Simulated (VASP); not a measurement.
# Tl (Fm-3m) in VASP: notebook, part 3 of 3

VASP 6.6.1. Earlier steps stand in the parts before.

## 6. Single point, BLYP (volume scaled by 1.25)

Input file INCAR:

```
SYSTEM = Tl
PREC     = Accurate       ! precision mode
ENCUT    = 520            ! plane-wave cutoff, eV
EDIFF    = 1E-6           ! SCF threshold, eV
ISMEAR   = -5             ! smearing method
SIGMA    = 0.05           ! smearing width, eV
LREAL    = .FALSE.        ! projectors in reciprocal space
LASPH    = .TRUE.         ! aspherical terms in the spheres
NELM     = 60             ! most SCF steps
ALGO     = Fast           ! electronic algorithm
ISIF     = 2              ! what is computed and relaxed
LWAVE    = .FALSE.        ! write WAVECAR
LCHARG   = .TRUE.         ! write CHGCAR
GGA      = B5             ! functional
ALDAX    = 1.0          
AGGAX    = 1.0          
AGGAC    = 1.0          
ALDAC    = 0.0          
LELF     = .TRUE.         ! ELF
LVHAR    = .TRUE.
```

Input file KPOINTS:

```
Automatic mesh
0
G
  9 9 9
  0 0 0
```

Input file POSCAR:

```
Tl
1.0
    0.0000000000      2.6567855549      2.6567855549
    2.6567855549      0.0000000000      2.6567855549
    2.6567855549      2.6567855549      0.0000000000
Tl
1
Cartesian
    0.0000000000      0.0000000000      0.0000000000
```

Potentials or basis: VASP PAW PBE potentials, release 64 (Tl_d).

Launch:

```console
$ cat potpaw_PBE.64/Tl_d/POTCAR > POTCAR
$ mpirun -np 1 vasp_std > vasp.out
```

OUTCAR:

```text
SYSTEM = Tl
   PREC = Accurate
   ENCUT = 520
   EDIFF = 1E-6
   ISMEAR = -5
   LREAL = .FALSE.
   LASPH = .TRUE.
   NELM = 60
   ISIF = 2
   GGA = B5

 ion  position               nearest neighbor table
   1  0.000  0.000  0.000-

  LATTYP: Found a face centered cubic cell.
 ALAT       =     5.3135711098

  Lattice vectors:

 A1 = (   0.0000000000,   2.6567855549,   2.6567855549)
 A2 = (   2.6567855549,   0.0000000000,   2.6567855549)
 A3 = (   2.6567855549,   2.6567855549,   0.0000000000)

Analysis of symmetry for initial positions (statically):
=====================================================================
 Subroutine PRICEL returns:
 Original cell was already a primitive cell.

 Routine SETGRP: Setting up the symmetry group for a
 face centered cubic supercell.

 Subroutine GETGRP returns: Found 48 space group operations
 (whereof 48 operations were pure point group operations)
 out of a pool of 48 trial point group operations.

The static configuration has the point symmetry O_h .

Analysis of symmetry for dynamics (positions and initial velocities):
=====================================================================
 Subroutine PRICEL returns:
 Original cell was already a primitive cell.

 Routine SETGRP: Setting up the symmetry group for a
 face centered cubic supercell.

 Subroutine GETGRP returns: Found 48 space group operations
 (whereof 48 operations were pure point group operations)
 out of a pool of 48 trial point group operations.

The dynamic configuration has the point symmetry O_h .

 Subroutine INISYM returns: Found 48 space group operations
 (whereof 48 operations are pure point group operations),
 and found     1 'primitive' translations

----------------------------------------------------------------------------------------

                                     Primitive cell

  volume of cell :      37.5059

  direct lattice vectors                    reciprocal lattice vectors
     0.000000000  2.656785555  2.656785555    -0.188197350  0.188197350  0.188197350
     2.656785555  0.000000000  2.656785555     0.188197350 -0.188197350  0.188197350
     2.656785555  2.656785555  0.000000000     0.188197350  0.188197350 -0.188197350

  length of vectors
     3.757262164  3.757262164  3.757262164     0.325967371  0.325967371  0.325967371

  position of ions in fractional coordinates (direct lattice)
     0.000000000  0.000000000  0.000000000

  ion indices of the primitive-cell ions
   primitive index   ion index
                 1           1

----------------------------------------------------------------------------------------

 KPOINTS: Automatic mesh

Automatic generation of k-mesh.
 Grid dimensions read from file:
 generate k-points for:    9    9    9

 Generating k-lattice:

  Cartesian coordinates                     Fractional coordinates (reciprocal lattice)
    -0.020910817  0.020910817  0.020910817     0.111111111  0.000000000  0.000000000
     0.020910817 -0.020910817  0.020910817     0.000000000  0.111111111  0.000000000
     0.020910817  0.020910817 -0.020910817     0.000000000  0.000000000  0.111111111

  Length of vectors
     0.036218597  0.036218597  0.036218597

  Shift w.r.t. Gamma in fractional coordinates (k-lattice)
     0.000000000  0.000000000  0.000000000

 TETIRR: Found    115 inequivalent tetrahedra from     4374

 Subroutine IBZKPT returns following result:
 ===========================================

 Found     35 irreducible k-points:

 Following reciprocal coordinates:
            Coordinates               Weight
  0.000000  0.000000  0.000000      1.000000
  0.111111  0.000000  0.000000      8.000000
  0.222222  0.000000  0.000000      8.000000
  0.333333  0.000000  0.000000      8.000000
  0.444444  0.000000  0.000000      8.000000
  0.111111  0.111111  0.000000      6.000000
[... 27 lines left out ...]
 -0.333333  0.444444  0.111111     24.000000
 -0.333333  0.444444  0.222222     24.000000
   k-points           NKPTS =     35   k-points in BZ     NKDIM =     35   number of bands    NBANDS=     10
   number of dos      NEDOS =    301   number of ions     NIONS =      1
   total plane-waves  NPLWV =  21952
   dimension x,y,z NGX =    28 NGY =   28 NGZ =   28
   dimension x,y,z NGXF=    56 NGYF=   56 NGZF=   56
   ions per type =               1
   NGX,Y,Z   is equivalent  to a cutoff of  12.39, 12.39, 12.39 a.u.
   NGXF,Y,Z  is equivalent  to a cutoff of  24.78, 24.78, 24.78 a.u.
 SYSTEM =  Tl
   PREC   = accura    normal or accurate (medium, high low for compatibility)
   ISTART =      0    job   : 0-new  1-cont  2-samecut
   ICHARG =      2    charge: 1-file 2-atom 10-const
   ISPIN  =      1    spin polarized calculation?
   LNONCOLLINEAR =      F non collinear calculations
   LSORBIT =      F    spin-orbit coupling
   LASPH  =      T    aspherical Exc in radial PAW
   ENCUT  =  520.0 eV  38.22 Ry    6.18 a.u.   6.99  6.99  6.99*2*pi/ulx,y,z
   NELM   =     60;   NELMIN=  2; NELMDL= -5     # of ELM steps
   EDIFF  = 0.1E-05   stopping-criterion for ELM
   LREAL  =      F    real-space projection
   EDIFFG = 0.1E-04   stopping-criterion for IOM
   NSW    =      0    number of steps for IOM
   IBRION =     -1    ionic relax: 0-MD 1-quasi-New 2-CG
   NFREE  =      0    steps in history (QN), initial steepest desc. (CG)
   ISIF   =      2    stress and relaxation
   ISYM   =      2    0-nonsym 1-usesym 2-fastsym
   POTIM  = 0.5000    time-step for ionic-motion
   TEBEG  =    0.0;   TEEND  =   0.0 temperature during run
   PSTRESS=    0.0 pullay stress
   NELECT =      13.0000    total number of electrons
   NUPDOWN=      -1.0000    fix difference up-down
   EMIN   =  10.00;   EMAX   =-10.00  energy-range for DOS
   EFERMI =   0.00;   METHOD = LEGACY
   ISMEAR =    -5;   SIGMA  =   0.05  broadening in eV -4-tet -1-fermi 0-gaus
   EFERMI_NEDOS =   21; number of points for ismear=-14 and -15
   IALGO  =     68    algorithm
   IMIX   =      4    mixing-type and parameters
     AMIX     =   0.40;   BMIX     =  1.00
     AMIX_MAG =   1.60;   BMIX_MAG =  1.00
  volume/ion in A,a.u.               =      37.51       253.10
  Fermi-wavevector in a.u.,A,eV,Ry     =   1.149978  2.173143 17.993010  1.322449
  Thomas-Fermi vector in A             =   2.286644
   LORBIT       =      0    0 simple, 1 ext, 2 COOP (PROOUT), +10 PAW based schemes
   GGA     = B5    functional components
   LHFCALC =     F    Hartree Fock is set to
   AEXX    =    0.0000 exact exchange contribution
   IVDW    =     0    specifies the selected vdW correction
   LEPSILON=     F    determine dielectric tensor
   LRPA    =     F    only Hartree local field effects (RPA)
 non-spin polarized calculation
 RMM-DIIS sequential band-by-band and
 Fermi weights with tetrahedron method with Bloechl corrections
  energy-cutoff  :      520.00
  volume of cell :       37.51
 maximum number of plane-waves:      1022
   NGX = 13   NGY = 13   NGZ = 13

 number of electron      13.0000002 magnetization

 Free energy of the ion-electron system (eV)
  ---------------------------------------------------
  ext. energy  EPLUGINS =         0.00000000
  ---------------------------------------------------
  free energy    TOTEN  =        -1.68647546 eV

  energy without entropy =       -1.68647546  energy(sigma->0) =       -1.68647546

 E-fermi :   4.5434     XC(G=0):  -8.3754

 val. band max:        4.7450600364   @ k =  -0.3333   0.3333   0.0000
 cond. band min:       4.6816446068   @ k =   0.4444   0.2222   0.0000
 fundamental gap:     -0.0634154295
 Fermi energy:         4.5433506812

 k-point     1 :       0.0000    0.0000    0.0000
  band No.  band energies     occupation
      1      -6.8630      2.00000
      2      -6.8630      2.00000
      3      -6.8630      2.00000
      4      -6.7279      2.00000
      5      -6.7279      2.00000
      6      -3.9703      2.00000
      7      12.4072      0.00000
      8      12.4072      0.00000
      9      12.4072      0.00000
     10      15.2849      0.00000
[... 430 lines left out ...]
 k-point    35 :      -0.3333    0.4444    0.2222
  band No.  band energies     occupation
      1      -6.8651      2.00000
      2      -6.8488      2.00000
      3      -6.7719      2.00000
      4      -6.6810      2.00000
      5      -6.5789      2.00000
      6       0.0892      2.00000
      7       4.7273      0.60318
      8       5.5519      0.00000
      9       7.0216      0.00000
     10      15.2951      0.00000

------------------------ aborting loop because EDIFF is reached ----------------------------------------

  FORCE on cell =-STRESS in cart. coord.  units (eV):
  Direction    XX          YY          ZZ          XY          YZ          ZX
  --------------------------------------------------------------------------------------
  -------------------------------------------------------------------------------------
  Total       -0.2590655     -0.2590655     -0.2590655      0.0000000     -0.0000000      0.0000000
  in kB      -11.0667645    -11.0667645    -11.0667645      0.0000000     -0.0000000      0.0000000
  external PRESSURE =     -11.0667645 kB  Pullay stress =       0.0000000 kB

 VOLUME and BASIS-vectors are now :
 -----------------------------------------------------------------------------
  energy-cutoff  :      520.00
  volume of cell :       37.51
      direct lattice vectors                 reciprocal lattice vectors
     0.000000000  2.656785555  2.656785555    -0.188197350  0.188197350  0.188197350
     2.656785555  0.000000000  2.656785555     0.188197350 -0.188197350  0.188197350
     2.656785555  2.656785555  0.000000000     0.188197350  0.188197350 -0.188197350

 POSITION                                       TOTAL-FORCE (eV/Angst)
 -----------------------------------------------------------------------------------
      0.00000      0.00000      0.00000        -0.000000      0.000000     -0.000000
 -----------------------------------------------------------------------------------
    total drift:                               -0.000000     -0.000000     -0.000000

  FREE ENERGIE OF THE ION-ELECTRON SYSTEM (eV)
  ---------------------------------------------------
  free  energy   TOTEN  =        -1.6864754578 eV

  energy  without entropy=       -1.6864754578  energy(sigma->0) =       -1.68647546
```

Run time: 13 s. Hardware: 1 thread of Intel Xeon 6975P-C (Granite Rapids), shared host; peak memory 0.14 GiB.

Results:

```yaml
Free_energy: -1.6865 eV
Pressure: -1.1 GPa
Band_gap_on_the_k_mesh: none (metal or under the smearing width)
```

Levels at points of the mesh, in eV from the Fermi level:
| k point | band 2 | band 3 | band 4 | band 5 | band 6 | band 7 | band 8 | band 9 | band 10 |
| --- | --- | --- | --- | --- | --- | --- | --- | --- | --- |
| (0.00, 0.00, 0.00) | -11.41 | -11.41 | -11.27 | -11.27 | -8.51 | 7.86 | 7.86 | 7.86 | 10.74 |

Caveat: the PAW data sets were made with another functional, which shifts forces and pressure a little; tetrahedron occupations give inexact forces and stress in metals. The run has no spin-orbit coupling, so splittings on Tl are missing.

## 7. Summary

```tsv
level	potentials or basis	cell	cutoff (eV)	smearing	further INCAR settings	gap on the mesh (eV)	pressure (GPa)
PBE	VASP PAW PBE potentials, release 64 (Tl)	as given	500	gaussian 0.05 eV	ALGO = Normal; EDIFF = 1.00e-06	none	1.0
PBE	VASP PAW PBE potentials, release 64 (Tl_d)	as given	520	gaussian 0.05 eV	ALGO = Normal; EDIFF = 1.00e-06	none	1.2
BLYP	VASP PAW PBE potentials, release 64 (Tl_d)	volume scaled by 1.25	520	tetrahedron	ALGO = Fast; EDIFF = 1e-06	none	-1.1
```

Alike in all rows: task single point; no spin polarisation; k mesh 9 × 9 × 9.

Caveats: the PAW data sets were made with another functional, which shifts forces and pressure a little (some runs); tetrahedron occupations give inexact forces and stress in metals (some runs).

Total energies depend on the potentials used, so only differences within one code and one set of settings carry meaning.
